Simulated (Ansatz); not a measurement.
# Molecular dynamics of MoS₂

Input file:

```yaml
accuracy: low
crystal:
  lattice:
    - [-3.300222, -5.716152, 0.0]
    - [4.950333, -2.858076, 0.0]
    - [0.0, 0.0, 12.886582]
  atoms:
    - { symbol: Mo, position: [0.5, 0.3333333, 0.25] }
    - { symbol: Mo, position: [0.5, 0.6666667, 0.75] }
    - { symbol: S, position: [0.5, 0.3333333, 0.621] }
    - { symbol: S, position: [0.5, 0.6666667, 0.121] }
    - { symbol: S, position: [0.5, 0.3333333, 0.879] }
    - { symbol: S, position: [0.5, 0.6666667, 0.379] }
    - { symbol: Mo, position: [0.25, 0.8333333, 0.25] }
    - { symbol: Mo, position: [0.25, 0.1666667, 0.75] }
    - { symbol: S, position: [0.25, 0.8333333, 0.621] }
    - { symbol: S, position: [0.25, 0.1666667, 0.121] }
    - { symbol: S, position: [0.25, 0.8333333, 0.879] }
    - { symbol: S, position: [0.25, 0.1666667, 0.379] }
    - { symbol: Mo, position: [0.0, 0.3333333, 0.25] }
    - { symbol: Mo, position: [0.0, 0.6666667, 0.75] }
    - { symbol: S, position: [0.0, 0.3333333, 0.621] }
    - { symbol: S, position: [0.0, 0.6666667, 0.121] }
    - { symbol: S, position: [0.0, 0.3333333, 0.879] }
    - { symbol: S, position: [0.0, 0.6666667, 0.379] }
    - { symbol: Mo, position: [0.75, 0.8333333, 0.25] }
    - { symbol: Mo, position: [0.75, 0.1666667, 0.75] }
    - { symbol: S, position: [0.75, 0.8333333, 0.621] }
    - { symbol: S, position: [0.75, 0.1666667, 0.121] }
    - { symbol: S, position: [0.75, 0.8333333, 0.879] }
    - { symbol: S, position: [0.75, 0.1666667, 0.379] }
basis:
  ecutwfc: 420.0
kpoints:
  mp_grid: { grid: [2, 2, 1] }
hamiltonian:
  xc: pbe
  pseudopotentials: { kind: paw, azcp: { folder: soft_1 } }
scf:
  occupations: { method: fermi_dirac, width: 0.36 }
  lower_state_search: "off"
md:
  timestep: 1.5
  n_steps: 180
  ensemble: nve
  temperature: 8400.0
  initial_velocities: maxwell_boltzmann
  seed: 639678
```

Launched with:

```bash
$ ansatz run input.yaml --threads 2 --pin off --max-ram 5120MiB --backend cpu --events-out ev --progress --plain --runs-dir out
```

It starts from an unrelaxed structure (largest force component 1.99 eV/Å).

Output, in part (step lines):

```
md step     0: t =     0.00 fs  T =  8400.0 K  F+E_penalty+E_count = -54099.94512539 eV  E_kin = 24.973032 eV  conserved = -54074.97209360 eV  (10 SCF iters)
md step     1: t =     1.50 fs  T =  8399.5 K  F+E_penalty+E_count = -54099.94465981 eV  E_kin = 24.971651 eV  conserved = -54074.97300926 eV  (7 SCF iters)
md step     2: t =     3.00 fs  T =  8330.5 K  F+E_penalty+E_count = -54099.74060866 eV  E_kin = 24.766298 eV  conserved = -54074.97431078 eV  (7 SCF iters)
md step     3: t =     4.50 fs  T =  8187.7 K  F+E_penalty+E_count = -54099.31754883 eV  E_kin = 24.341811 eV  conserved = -54074.97573746 eV  (7 SCF iters)
md step     4: t =     6.00 fs  T =  7966.1 K  F+E_penalty+E_count = -54098.65985106 eV  E_kin = 23.682934 eV  conserved = -54074.97691699 eV  (7 SCF iters)
md step     5: t =     7.50 fs  T =  7662.2 K  F+E_penalty+E_count = -54097.75708588 eV  E_kin = 22.779687 eV  conserved = -54074.97739846 eV  (5 SCF iters)
md step     6: t =     9.00 fs  T =  7276.8 K  F+E_penalty+E_count = -54096.61054554 eV  E_kin = 21.633830 eV  conserved = -54074.97671600 eV  (4 SCF iters)
md step     7: t =    10.50 fs  T =  6816.6 K  F+E_penalty+E_count = -54095.23999358 eV  E_kin = 20.265526 eV  conserved = -54074.97446787 eV  (4 SCF iters)
[... lines left out ...]
md step   180: t =   270.00 fs  T =  2991.7 K  F+E_penalty+E_count = -54083.85290758 eV  E_kin = 8.894191 eV  conserved = -54074.95871683 eV  (8 SCF iters)
```

The steps, from the saved trajectory:

```csv
time (fs),T (K),potential energy less start (eV),conserved less start (meV/atom)
0,8400,0.000,0.00
9,7277,3.335,-0.19
18,4203,12.506,1.18
27,3946,13.255,0.58
36,4995,10.127,0.12
45,4620,11.251,0.48
54,3671,14.075,0.68
63,2910,16.340,0.73
72,2563,17.372,0.72
81,2580,17.318,0.68
90,2787,16.704,0.66
99,3058,15.897,0.60
108,3223,15.406,0.57
117,3219,15.417,0.59
126,3382,14.929,0.44
135,3387,14.919,0.58
144,3440,14.760,0.51
153,3528,14.499,0.58
162,3620,14.226,0.56
171,3526,14.500,0.42
180,2796,16.677,0.68
189,2396,17.868,0.79
198,2700,16.958,0.49
207,2739,16.845,0.64
216,2808,16.638,0.59
225,2957,16.196,0.56
234,2919,16.308,0.57
243,2713,16.923,0.71
252,2793,16.687,0.65
261,2979,16.129,0.59
270,2992,16.092,0.56
```

The run went to its last step. The conserved energy stayed within 1.4 meV per atom of its start (net change 0.56 meV per atom), so the integration is sound. A run of 0.27 ps of so small a system gives no equilibrium averages. Limits of this set-up: coarse k mesh, low accuracy level.

Mean squared displacements from the first frame to the last, about the centre of mass: Mo 1.53 Å², S 2.95 Å².

Last frame:

```xyz
24
Lattice="-3.3002 -5.7162 0.0000 4.9503 -2.8581 0.0000 0.0000 0.0000 12.8866" Properties=species:S:1:pos:R:3
Mo -1.148 -4.299 3.897
Mo 2.734 -4.390 10.008
S 1.986 -2.930 7.420
S 1.823 -5.483 2.492
S 0.500 -4.248 10.698
S 0.455 -5.599 4.872
Mo 2.555 -3.459 2.042
Mo 1.347 -1.636 8.921
S 4.423 -3.031 9.195
S -1.997 -4.451 1.775
S 2.421 -3.253 12.390
S -0.382 -2.120 3.092
Mo 1.542 -1.296 3.282
Mo 4.181 -0.537 9.754
S 2.588 0.090 7.978
S 3.017 -1.380 1.448
S 2.195 -1.021 11.006
S 2.405 -3.022 4.681
Mo 1.067 -7.391 3.683
Mo -1.650 -4.204 10.011
S 2.754 -6.072 8.158
S -3.745 -6.915 0.396
S 1.697 -6.745 11.835
S -2.517 -5.081 5.503
```

Run time: 16 min on 2 threads of Intel(R) Xeon(R) Platinum 8375C CPU @ 2.90GHz (Ice Lake), on a shared host, peak memory 1.3 GiB.
